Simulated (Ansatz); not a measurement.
# The perfect (5,2) C nanotube, part 3 of 4

Wanted: the relaxed geometry and the bands of the (5,2) C nanotube.

Ansatz 0.2.0; DFT PBE, plane waves, PAW; relaxation of a wire's period (the session's first sound run).

So far. Step 5 (Levels at the same atoms, k-mesh 1×1×7 (run 2)): Bands cross the Fermi level, as under PBE at the relaxed period. Step 6 (Another level of theory, cutoff 500 eV, k-mesh 1×1×7): Bands cross the Fermi level, as under PBE at the relaxed period.

## 7. At a strained period, period over the relaxed period 0.97

This step: DFT PBE, plane waves, PAW; relaxation at a fixed period (Ansatz 0.2.0).

The period is set to 0.97 times the relaxed one and the atoms relax within it: strain changes bond lengths and angles, which shifts the bands against each other. Against the first PBE run of this kind, the mesh along the wire has 7 points against 10.

The cell differs from the one that the last finished run ended in (c 8.887 → 8.620 Å).

input.yaml reads:

```yaml
crystal:
  lattice:
    - [11.689, 0.0, 0.0]
    - [0.0, 11.685, 0.0]
    - [0.0, 0.0, 8.6200173486]
  atoms:
    - { symbol: C, position: [0.392740716, 0.314255483, 0.999621414] }
    - { symbol: C, position: [0.714415174, 0.500035933, 0.000378601] }
    - { symbol: C, position: [0.310149506, 0.400289019, 0.038840816] }
    - { symbol: C, position: [0.508689055, 0.714321461, 0.038083097] }
    - { symbol: C, position: [0.591880624, 0.306181751, 0.076542344] }
    - { symbol: C, position: [0.621790167, 0.676560644, 0.077301878] }
    - { symbol: C, position: [0.328605734, 0.628905744, 0.115007658] }
    - { symbol: C, position: [0.474188057, 0.287061823, 0.115763145] }
    - { symbol: C, position: [0.423937291, 0.700551194, 0.154226706] }
    - { symbol: C, position: [0.711630262, 0.465542534, 0.153466185] }
    - { symbol: C, position: [0.296594787, 0.43212184, 0.19192679] }
    - { symbol: C, position: [0.660529133, 0.35777699, 0.192685222] }
    - { symbol: C, position: [0.291802973, 0.5513013, 0.231149117] }
    - { symbol: C, position: [0.648584855, 0.654672387, 0.230392574] }
    - { symbol: C, position: [0.440294927, 0.293982239, 0.268850152] }
    - { symbol: C, position: [0.708179191, 0.551362694, 0.269611494] }
    - { symbol: C, position: [0.339514459, 0.357727386, 0.308068624] }
    - { symbol: C, position: [0.457161956, 0.710174009, 0.307313168] }
    - { symbol: C, position: [0.576010426, 0.700578048, 0.346534501] }
    - { symbol: C, position: [0.635578349, 0.333804472, 0.345775895] }
    - { symbol: C, position: [0.302755483, 0.584120868, 0.384235253] }
    - { symbol: C, position: [0.525877727, 0.28707037, 0.384994838] }
    - { symbol: C, position: [0.378162921, 0.676518633, 0.423454474] }
    - { symbol: C, position: [0.713723813, 0.517205256, 0.422698245] }
    - { symbol: C, position: [0.318733395, 0.385391823, 0.461158605] }
    - { symbol: C, position: [0.68988296, 0.400339258, 0.461919203] }
    - { symbol: C, position: [0.285584826, 0.499964067, 0.500378601] }
    - { symbol: C, position: [0.607259284, 0.685744517, 0.499621414] }
    - { symbol: C, position: [0.491310945, 0.285678539, 0.538083097] }
    - { symbol: C, position: [0.689850494, 0.599710981, 0.538840816] }
    - { symbol: C, position: [0.378209833, 0.323439356, 0.577301878] }
    - { symbol: C, position: [0.408119376, 0.693818249, 0.576542344] }
    - { symbol: C, position: [0.525811943, 0.712938177, 0.615763145] }
    - { symbol: C, position: [0.671394266, 0.371094256, 0.615007658] }
    - { symbol: C, position: [0.288369738, 0.534457466, 0.653466185] }
    - { symbol: C, position: [0.576062709, 0.299448806, 0.654226706] }
    - { symbol: C, position: [0.339470867, 0.64222301, 0.692685222] }
    - { symbol: C, position: [0.703405213, 0.56787816, 0.69192679] }
    - { symbol: C, position: [0.351415145, 0.345327613, 0.730392574] }
    - { symbol: C, position: [0.708197027, 0.4486987, 0.731149117] }
    - { symbol: C, position: [0.291820809, 0.448637306, 0.769611494] }
    - { symbol: C, position: [0.559705073, 0.706017761, 0.768850152] }
    - { symbol: C, position: [0.542838044, 0.289825991, 0.807313168] }
    - { symbol: C, position: [0.660485541, 0.642272614, 0.808068624] }
    - { symbol: C, position: [0.364421651, 0.666195528, 0.845775895] }
    - { symbol: C, position: [0.423989574, 0.299421952, 0.846534501] }
    - { symbol: C, position: [0.474122273, 0.71292963, 0.884994838] }
    - { symbol: C, position: [0.697244517, 0.415879132, 0.884235253] }
    - { symbol: C, position: [0.286276187, 0.482794744, 0.922698245] }
    - { symbol: C, position: [0.621837079, 0.323481367, 0.923454474] }
    - { symbol: C, position: [0.31011704, 0.599660742, 0.961919203] }
    - { symbol: C, position: [0.681266605, 0.614608177, 0.961158605] }
kpoints:
  mp_grid: { grid: [1, 1, 7] }
  band_path: { path: ["Γ", Z], npoints: 50 }
scf:
  occupations: { method: fermi_dirac, width: 0.05 }
hamiltonian:
  xc: pbe
relax:
  max_steps: 40
  f_tol: 0.02
output:
  stress: true
```

Run with:

```sh
ansatz run input.yaml --threads 4 --pin off --max-ram 16384MiB --backend cpu --events-out ev --progress --plain --runs-dir out
```

Numbers of over 12 decimals in the logs are rounded to 6 here.

The log of the run:

```text
Warning: output.stress: scf.convergence.dr2_threshold = 1e-7 eV (the SCF's general default) is looser than the 5.2e-9 eV advised for a printed stress (1e-10 eV for each atom of the cell: 52). What an SCF threshold leaves in a stress goes as its square root, and in the free energy as the threshold itself, and one threshold admits the most on a small cell: [figures from the program's tests cut] Every solve of this run  [...]
[...]
Crystal: 52 atoms, lattice volume = 1177.373 Å³
Basis set: ecut = 420 eV, 23029 PW (Γ), exchange–correlation on 160×160×120 points (8 copies of the dense FFT grid, shifted against one another)
Bands: 156, of which v1, the nominal top of the filled ones, is band 104 counted from 1 (103 counted from 0)
Symmetry: 2 space group operations
[...]
k-points: 4 of 7 (time reversal used)
[...]
SCF iter   1: F=—  HF=-13030.401115 eV  |F-HF|=—  |Δ(HF+E_count)|=         —  Δρ=5.15e-3  dr2=2.25e-1  ethr=1.77e-3  ⟨swp⟩=8.0  Hψ=3448  notcnv=0  defer=155
[...]
SCF iter   6: F=-13030.471498 eV  HF=-13030.471499 eV  |F-HF|=6.85e-7  |Δ(HF+E_count)|=   1.36e-5  Δρ=4.65e-6  dr2=8.39e-7  ethr=4.81e-9  ⟨swp⟩=5.0  Hψ=2099  notcnv=0
SCF 1 converged in 6 iterations: F = -13030.471498 eV  dr2 = 8.39e-7
[...]
relax step   1: F+E_penalty+E_count = -13030.47149790 eV  Δ(F+E_penalty+E_count) = +0.000e0 eV  max|allowed force component| = 3.378e-1 eV/Å  Δτ_max = 0.0000 Å  (6 SCF iters, dr2 threshold 1.00e-5 eV, accepted)
[...]
SCF iter   5: F=-13030.563464 eV  HF=-13030.563465 eV  |F-HF|=1.28e-7  |Δ(HF+E_count)|=   2.77e-6  Δρ=4.68e-6  dr2=3.31e-7  ethr=2.22e-9  ⟨swp⟩=4.0  Hψ=1866  notcnv=0
SCF 2 converged in 5 iterations: F = -13030.563464 eV  dr2 = 3.31e-7
[...]
relax step   2: F+E_penalty+E_count = -13030.56346449 eV  Δ(F+E_penalty+E_count) = -9.197e-2 eV  max|allowed force component| = 1.490e-1 eV/Å  Δτ_max = 0.0125 Å  (5 SCF iters, dr2 threshold 7.13e-6 eV, accepted)
SCF iter   1: F=—  HF=-13030.579105 eV  |F-HF|=—  |Δ(HF+E_count)|=         —  Δρ=1.05e-3  dr2=1.06e-2  ethr=5.65e-5  ⟨swp⟩=4.0  Hψ=1376  notcnv=0  defer=170
[...]
SCF iter   5: F=-13030.575857 eV  HF=-13030.575857 eV  |F-HF|=4.46e-8  |Δ(HF+E_count)|=   4.71e-7  Δρ=1.68e-6  dr2=7.02e-8  ethr=2.11e-10  ⟨swp⟩=4.0  Hψ=1892  notcnv=0
SCF 3 converged in 5 iterations: F = -13030.575857 eV  dr2 = 7.02e-8
[...]
relax step   3: F+E_penalty+E_count = -13030.57585738 eV  Δ(F+E_penalty+E_count) = -1.239e-2 eV  max|allowed force component| = 1.866e-2 eV/Å  Δτ_max = 0.0046 Å  (5 SCF iters, dr2 threshold 1.39e-6 eV, accepted)
[...]
SCF iter   3: F=-13030.575857 eV  HF=-13030.575857 eV  |F-HF|=1.39e-9  |Δ(HF+E_count)|=   2.09e-8  Δρ=3.48e-7  dr2=6.29e-10  ethr=3.38e-11  ⟨swp⟩=2.0  Hψ=1812  notcnv=0
SCF 4 converged in 3 iterations: F = -13030.575857 eV  dr2 = 6.29e-10
[...]
relax step   4: F+E_penalty+E_count = -13030.57585742 eV  Δ(F+E_penalty+E_count) = -4.005e-8 eV  max|allowed force component| = 1.871e-2 eV/Å  Δτ_max = 0.0000 Å  (3 SCF iters, accepted)
[...]
the band table was solved once a step of the walk had ended and its energy, with any forces and stress, was formed, with the checks that follow a solve (4134 applications of the Hamiltonian). They found nothing against the state; the energy, forces and stress were not computed again (output.eigenvalues in the input reference)
[...]
SCF converged after 3 iterations
Free energy (F): -13030.575857 eV
[...]
Internal energy: -13030.536767 eV  (E = F + TS)
E sigma→0 (E₀):  -13030.556312 eV
Entropy (-TS):   -0.039091 eV (-0.752 meV/atom)
Fermi energy:    0.041108 eV
[...]
--- Forces (eV/Å), atoms counted from 1 ---
  atom   1  C     -0.01321841     0.01298011     0.01451930
  atom   2  C     -0.00446328     0.01782893    -0.01441500
  atom   3  C      0.01229016    -0.01385388    -0.01454809
  atom   4  C      0.01753837    -0.00509974     0.01431101
  atom   5  C     -0.01836130    -0.00362902     0.01459286
  atom   6  C     -0.01719816     0.00648798    -0.01421951
  atom   7  C      0.01428678     0.01164859     0.01439390
  atom   8  C      0.01860674     0.00227649    -0.01460661
  atom   9  C     -0.01514367    -0.01056535    -0.01441788
  atom  10  C     -0.00732045    -0.01705011     0.01432282
  atom  11  C     -0.00142998     0.01842927     0.01440911
  atom  12  C      0.00853184     0.01635241    -0.01465372
  atom  13  C      0.00001502    -0.01847512    -0.01442213
  atom  14  C      0.00987113    -0.01566114     0.01460376
  atom  15  C     -0.01589606     0.00931964     0.01421170
  atom  16  C     -0.00871318     0.01649888    -0.01446330
  atom  17  C      0.01500333    -0.01043365    -0.01440379
  atom  18  C      0.01870931    -0.00077767     0.01452559
  atom  19  C     -0.01851766     0.00210163    -0.01459941
  atom  20  C     -0.01672065    -0.00797690     0.01441193
  atom  21  C      0.01110551     0.01472778     0.01447882
  atom  22  C      0.01738952     0.00645852    -0.01420368
  atom  23  C     -0.01210092    -0.01388305    -0.01441839
  atom  24  C     -0.00302827    -0.01812585     0.01457228
  atom  25  C     -0.00597493     0.01759869     0.01427092
  atom  26  C      0.00447809     0.01795420    -0.01425379
  atom  27  C      0.00446328    -0.01782893    -0.01441500
  atom  28  C      0.01321841    -0.01298011     0.01451930
  atom  29  C     -0.01753837     0.00509974     0.01431101
  atom  30  C     -0.01229016     0.01385388    -0.01454809
  atom  31  C      0.01719816    -0.00648798    -0.01421951
  atom  32  C      0.01836130     0.00362902     0.01459286
  atom  33  C     -0.01860674    -0.00227649    -0.01460661
  atom  34  C     -0.01428678    -0.01164859     0.01439390
  atom  35  C      0.00732045     0.01705011     0.01432282
  atom  36  C      0.01514367     0.01056535    -0.01441788
  atom  37  C     -0.00853184    -0.01635241    -0.01465372
  atom  38  C      0.00142998    -0.01842927     0.01440911
  atom  39  C     -0.00987113     0.01566114     0.01460376
  atom  40  C     -0.00001502     0.01847512    -0.01442213
  atom  41  C      0.00871318    -0.01649888    -0.01446330
  atom  42  C      0.01589606    -0.00931964     0.01421170
  atom  43  C     -0.01870931     0.00077767     0.01452559
  atom  44  C     -0.01500333     0.01043365    -0.01440379
  atom  45  C      0.01672065     0.00797690     0.01441193
  atom  46  C      0.01851766    -0.00210163    -0.01459941
  atom  47  C     -0.01738952    -0.00645852    -0.01420368
  atom  48  C     -0.01110551    -0.01472778     0.01447882
  atom  49  C      0.00302827     0.01812585     0.01457228
  atom  50  C      0.01210092     0.01388305    -0.01441839
  atom  51  C     -0.00447809    -0.01795420    -0.01425379
  atom  52  C      0.00597493    -0.01759869     0.01427092
  max |Σ_I F_I| component: 2.56e-6 eV/Å
--- Stress (GPa, compression-positive) ---
       -0.040915      -0.000364       0.000000
       -0.000364      -0.041087       0.000000
        0.000000       0.000000      11.821538
  P = ⅓ Tr σ = 3.9132 GPa (39.132 kbar)
--- Band table (eV) ---
  k-point 0: bands = [... 100 lower, -1.5497, -1.5474, -1.2773, -1.2772, -0.0131, 0.9802, 0.9802, 1.6586, ... 48 higher]
  k-point 1: bands = [... 100 lower, -1.6900, -1.4564, -1.2023, -0.6349, 0.2075, 0.6487, 1.1287, 1.4652, ... 48 higher]
  k-point 2: bands = [... 100 lower, -1.8241, -1.3782, -0.8181, -0.0725, 0.6557, 0.6954, 0.7146, 1.3662, ... 48 higher]
  k-point 3: bands = [... 100 lower, -2.1000, -1.6970, -0.4037, 0.0022, 0.6273, 1.0217, 1.1686, 1.2648, ... 48 higher]
--- Relaxed structure (4 steps of the walk, 4 accepted, 0 SCFs on fresh bases) ---
  F+E_penalty+E_count = -13030.57585742 eV   max|allowed force component| = 1.871e-2 eV/Å
  atoms:
    - { symbol: C, position: [0.391837, 0.313154, 0.999985] }
    - { symbol: C, position: [0.715835, 0.500267, 1.3493747091075836e-5] }
    - { symbol: C, position: [0.309010, 0.399430, 0.038477] }
    - { symbol: C, position: [0.508977, 0.715727, 0.038448] }
    - { symbol: C, position: [0.592275, 0.304814, 0.076907] }
    - { symbol: C, position: [0.622396, 0.677846, 0.076938] }
    - { symbol: C, position: [0.327622, 0.629936, 0.115371] }
    - { symbol: C, position: [0.474248, 0.285632, 0.115399] }
    - { symbol: C, position: [0.423222, 0.701789, 0.153862] }
    - { symbol: C, position: [0.712995, 0.465088, 0.153831] }
    - { symbol: C, position: [0.295187, 0.431896, 0.192292] }
    - { symbol: C, position: [0.661735, 0.357020, 0.192322] }
    - { symbol: C, position: [0.290379, 0.551415, 0.230784] }
    - { symbol: C, position: [0.649725, 0.655523, 0.230756] }
    - { symbol: C, position: [0.439681, 0.292690, 0.269215] }
    - { symbol: C, position: [0.709500, 0.551924, 0.269247] }
    - { symbol: C, position: [0.338618, 0.356622, 0.307705] }
    - { symbol: C, position: [0.457106, 0.711603, 0.307678] }
    - { symbol: C, position: [0.576293, 0.701973, 0.346170] }
    - { symbol: C, position: [0.636287, 0.332570, 0.346140] }
    - { symbol: C, position: [0.301547, 0.584886, 0.384599] }
    - { symbol: C, position: [0.526277, 0.285693, 0.384630] }
    - { symbol: C, position: [0.377172, 0.677544, 0.423091] }
    - { symbol: C, position: [0.715155, 0.517088, 0.423063] }
    - { symbol: C, position: [0.317425, 0.384838, 0.461523] }
    - { symbol: C, position: [0.691233, 0.399891, 0.461554] }
    - { symbol: C, position: [0.284165, 0.499733, 0.500013] }
    - { symbol: C, position: [0.608163, 0.686846, 0.499985] }
    - { symbol: C, position: [0.491023, 0.284273, 0.538448] }
    - { symbol: C, position: [0.690990, 0.600570, 0.538477] }
    - { symbol: C, position: [0.377604, 0.322154, 0.576938] }
    - { symbol: C, position: [0.407725, 0.695186, 0.576907] }
    - { symbol: C, position: [0.525752, 0.714368, 0.615399] }
    - { symbol: C, position: [0.672378, 0.370064, 0.615371] }
    - { symbol: C, position: [0.287005, 0.534912, 0.653831] }
    - { symbol: C, position: [0.576778, 0.298211, 0.653862] }
    - { symbol: C, position: [0.338265, 0.642980, 0.692322] }
    - { symbol: C, position: [0.704813, 0.568104, 0.692292] }
    - { symbol: C, position: [0.350275, 0.344477, 0.730756] }
    - { symbol: C, position: [0.709621, 0.448585, 0.730784] }
    - { symbol: C, position: [0.290500, 0.448076, 0.769247] }
    - { symbol: C, position: [0.560319, 0.707310, 0.769215] }
    - { symbol: C, position: [0.542894, 0.288397, 0.807678] }
    - { symbol: C, position: [0.661382, 0.643378, 0.807705] }
    - { symbol: C, position: [0.363713, 0.667430, 0.846140] }
    - { symbol: C, position: [0.423707, 0.298027, 0.846170] }
    - { symbol: C, position: [0.473723, 0.714307, 0.884630] }
    - { symbol: C, position: [0.698453, 0.415114, 0.884599] }
    - { symbol: C, position: [0.284845, 0.482912, 0.923063] }
    - { symbol: C, position: [0.622828, 0.322456, 0.923091] }
    - { symbol: C, position: [0.308767, 0.600109, 0.961554] }
    - { symbol: C, position: [0.682575, 0.615162, 0.961523] }
```

Elapsed: 3.4 min, on 4 threads of Intel Xeon Platinum 8488C (Sapphire Rapids), shared host; peak memory 6.9 GiB; 13 min of CPU time.

The steps of the relaxation:

```csv
step,energy less that of the first step (eV),largest force component (eV/Å)
1,0.0000,0.3378
2,-0.0920,0.1490
3,-0.1044,0.0187
4,-0.1044,0.0187
```

The run keeps the 2 symmetry operations that it works with, so distortions that break them were not tested.

The atoms that moved most (Å):

```csv
atom,dx,dy,dz,length
C35,-0.016,0.005,0.003,0.017
C10,0.016,-0.005,0.003,0.017
C27,-0.017,-0.003,-0.003,0.017
C2,0.017,0.003,-0.003,0.017
C24,0.017,-0.001,0.003,0.017
C49,-0.017,0.001,0.003,0.017
C41,-0.015,-0.007,-0.003,0.017
C16,0.015,0.007,-0.003,0.017
```

This step gave:

| Item | Value |
| --- | --- |
| energy at zero smearing | -13030.5563 eV |

Electronic bands along the path, in eV, zero at the Fermi level; # counts the bands kept:

```csv
point,#36,#37,#38,#39,#40,#41,#42,#43
Γ,-1.59,-1.59,-1.32,-1.32,-0.05,0.94,0.94,1.62
halfway,-1.82,-1.39,-0.96,-0.24,0.52,0.61,0.72,1.40
Z,-1.96,-1.96,-0.23,-0.23,0.78,0.78,1.42,1.42
```

Bands cross the Fermi level, as under PBE at the relaxed period.

## 8. At a strained period, period over the relaxed period 1.1

The period is set to 1.1 times the relaxed one and the atoms relax within it: strain changes bond lengths and angles, which shifts the bands against each other. Against the first PBE run of this kind, the mesh along the wire has 7 points against 10.

The cell differs from the one that the last finished run ended in (c 8.620 → 9.775 Å).

input.yaml: that of step 7 with these lines changed.

```diff
@@ -4,3 +4,3 @@
     - [0.0, 11.685, 0.0]
-    - [0.0, 0.0, 8.6200173486]
+    - [0.0, 0.0, 9.7752774056]
   atoms:
```

The log of the run:

```text
[...]
Crystal: 52 atoms, lattice volume = 1335.166 Å³
Basis set: ecut = 420 eV, 26129 PW (Γ), exchange–correlation on 160×160×144 points (8 copies of the dense FFT grid, shifted against one another)
Bands: 156, of which v1, the nominal top of the filled ones, is band 104 counted from 1 (103 counted from 0)
Symmetry: 2 space group operations
[...]
- { symbol: C, position: [0.619625, 0.673547, 0.076953] }
    - { symbol: C, position: [0.331614, 0.626726, 0.115362] }
    - { symbol: C, position: [0.474711, 0.290763, 0.115412] }
[...]
- { symbol: C, position: [0.289966, 0.483168, 0.923051] }
    - { symbol: C, position: [0.619788, 0.326590, 0.923100] }
    - { symbol: C, position: [0.313348, 0.597867, 0.961572] }
    - { symbol: C, position: [0.678189, 0.612563, 0.961507] }
[key lines of the parts left out:]
SCF converged after 4 iterations
Free energy (F): -13020.656995 eV
Fermi energy:    -0.544548 eV
P = ⅓ Tr σ = -8.8706 GPa (-88.706 kbar)
```

It took 4.2 min on 4 threads; peak memory 7.8 GiB; 16 min of CPU time.

The steps of the relaxation:

```csv
step,energy less that of the first step (eV),largest force component (eV/Å)
1,0.0000,0.4104
2,-0.3920,0.2778
3,-0.4402,0.1649
4,-0.4582,0.0069
5,-0.4582,0.0064
```

Forces are held to the 2 operations that the run works with; a distortion that breaks them can't arise in this run.

The atoms that moved most (Å):

```csv
atom,dx,dy,dz,length
C22,-0.004,0.044,-0.003,0.044
C47,0.004,-0.044,-0.003,0.044
C29,0.001,0.044,0.003,0.044
C4,-0.001,-0.044,0.003,0.044
C33,-0.006,-0.043,-0.003,0.044
C8,0.006,0.043,-0.003,0.044
C42,-0.011,-0.042,0.003,0.044
C15,0.011,0.042,0.003,0.044
```

Numbers from this step:

- energy at zero smearing: -13020.6550 eV
- band gap: 0.4128 eV

Electronic bands along the path, in eV, zero at the Fermi level; v1 is the highest filled band, c1 the lowest empty one:

```csv
point,v4,v3,v2,v1,c1,c2,c3,c4
Γ,-1.49,-1.49,-0.75,-0.75,0.19,1.23,1.23,1.28
halfway,-1.46,-1.13,-1.06,-0.33,0.53,0.83,0.92,1.25
Z,-1.42,-1.42,-0.34,-0.34,0.71,0.71,1.24,1.24
```

The gap is 0.413 eV, where PBE at the relaxed period gave a metal.

(Continued in part 4 of 4.)

[Logs are printed without paths, hosts, clocks, repeated set-up lines and the standing remarks that a program may print on its own settings, such as how far it seeks lower states.]

[Hosts, paths, dates, database ids (printed as entryN), source tags and the programs' standing remarks are cut or masked in the printed files.]
